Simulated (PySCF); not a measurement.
A run of PySCF 2.14.0 is set up as follows.

The input run.py:

```python
import json
import numpy as np
from pyscf.pbc import gto, scf, dft, df

cell = gto.Cell()
cell.a = '''
  4.3000000000    0.0000000000    0.0000000000
 -2.1500000000    3.7239092363    0.0000000000
  0.0000000000    0.0000000000    7.0200000000'''
cell.atom = '''
Cd   2.1500000002    1.2413030786    3.5100000000
Cd  -0.0000000002    2.4826061577    0.0000000000
Se   2.1500000002    1.2413030786    6.2127000000
Se  -0.0000000002    2.4826061577    2.7027000000'''
cell.unit = 'A'
cell.basis = {'Cd': 'DZVP-MOLOPT-SR-GTH-q12', 'Se': 'DZVP-MOLOPT-SR-GTH-q6'}
cell.pseudo = {'Cd': 'GTH-PBE-q12', 'Se': 'GTH-PBE-q6'}
cell.ke_cutoff = 78  # hartree
cell.exp_to_discard = 0.02
cell.precision = 1e-08
cell.space_group_symmetry = True
cell.symmorphic = False
cell.max_memory = 5880  # MB
cell.verbose = 4
cell.build()

res = {}
kpts = cell.make_kpts([7, 7, 4], space_group_symmetry=True, time_reversal_symmetry=True)
cell.space_group_symmetry = False  # the mesh holds the operations; no search on the supercells of the integral code
mf = dft.KRKS(cell, kpts, xc='pbe')
mf = mf.multigrid_numint()
mf = mf.smearing(sigma=0.00183747, method='fermi')  # hartree
mf.conv_tol = 1e-07
mf.max_cycle = 60

mf.kernel()
res.update(converged=bool(mf.converged), e_tot=mf.e_tot, nelec=cell.nelectron, nao=cell.nao, mesh=list(map(int, cell.mesh)), a=cell.lattice_vectors().tolist(), coords=cell.atom_coords().tolist(),
           mo_energy=[np.real(x).tolist() for x in mf.mo_energy], mo_occ=[np.real(x).tolist() for x in mf.mo_occ])
res.update(e_free=mf.e_free, e_zero=mf.e_zero)
res.update(kpts=kpts.kpts_scaled_ibz.tolist(), weights=kpts.weights_ibz.tolist())
res['parts'] = {k: float(np.real(v)) for k, v in mf.scf_summary.items() if np.isscalar(v)}
json.dump(res, open('results.json', 'w'))
if not mf.converged:
    raise SystemExit('SCF not converged')

print('levels (eV)')
for i, kp in enumerate(res['kpts'][:40]):
    print('k %7.4f %7.4f %7.4f  ' % tuple(kp), ' '.join('%.3f' % (x * 27.211386) for x in res['mo_energy'][i][:23]))

mf = mf.to_khf()  # unfold to the whole mesh
kpts = mf.kpts
# Mulliken populations
dm, s = np.asarray(mf.make_rdm1()), np.asarray(mf.get_ovlp())
sites = cell.aoslice_by_atom()[:, 2:]
tot = np.einsum('kij,kji->i', dm, s).real / len(kpts)
res['mulliken'] = [cell.atom_charge(i) - tot[a0:a1].sum() for i, (a0, a1) in enumerate(sites)]
print('Mulliken charges', np.round(res['mulliken'], 5))

# density of states, Gaussians of 0.15 eV
e = np.asarray(mf.mo_energy).real.reshape(1, -1) * 27.211386
ef = mf.get_fermi()
ef = np.max(ef) * 27.211386
x = np.arange(-15, 10.01, 0.1) + round(ef, 1)
dos = np.exp(-((x[:, None, None] - e) / 0.15) ** 2 / 2).sum(-1).T / (0.15 * np.sqrt(2 * np.pi) * len(kpts)) * 2
res.update(dos_e=x.tolist(), dos=dos.tolist())
for a, b in zip(x[::5], dos.T[::5]):
    print('%8.2f' % a, ' '.join('%9.4f' % y for y in b))

# density on a uniform mesh
grids = dft.gen_grid.UniformGrids(cell)
grids.mesh = [23, 23, 37]
grids.build()
ni = dft.numint.KNumInt()
rho = [ni.get_rho(cell, x, grids, kpts) for x in [dm]]
np.save('rho.npy', np.reshape(rho, (-1, *grids.mesh)))
res['done'] = True
json.dump(res, open('results.json', 'w'))
```

Potentials or basis: DZVP-MOLOPT-SR/GTH-PBE (potentials made for PBE).

Launch:

```console
$ OMP_NUM_THREADS=4 python -u run.py > log
```

Task: What does it give for the band gap on the k mesh?

Result: 0.71 eV, direct.

Task: Estimate the Mulliken charges.

Result: Cd +0.41; Se -0.41 e.

States per cell in windows of 1 eV (zero at the valence-band top; states under -8 eV left out):
| from (eV) | total |
| --- | --- |
| -8.0 | 18.95 |
| -7.0 | 0.35 |
| -6.0 | 0.00 |
| -5.0 | 1.03 |
| -4.0 | 2.24 |
| -3.0 | 2.12 |
| -2.0 | 4.09 |
| -1.0 | 2.45 |
| 0.0 | 0.07 |
| 1.0 | 0.07 |
| 2.0 | 0.57 |
| 3.0 | 2.28 |
| 4.0 | 1.40 |
| 5.0 | 3.07 |
| 6.0 | 3.19 |
| 7.0 | 2.87 |

Caveat: the basis of atomic orbitals isn't converged, which shifts pressures, moduli and gaps.

**What was measured.**

A printed reference work, data compilation reports, for a bulk crystal of CdSe at 2 K: band gap 1.841 eV.

Measured gap of CdSe: 1.841 eV (2 K; a printed reference work, data compilation). This calculation gives 0.71 eV (-1.13 eV). So large a miss can be the level of theory's own, or it may mean another phase, state or a wrong row. Spin-orbit coupling on Cd, Se is left out. The value is that of PBE in an atomic basis (DZVP-MOLOPT-SR/GTH-PBE (potentials made for PBE)), whose error adds to the functional's,, without temperature or zero-point motion. Semilocal functionals fall short of measured gaps as a rule.
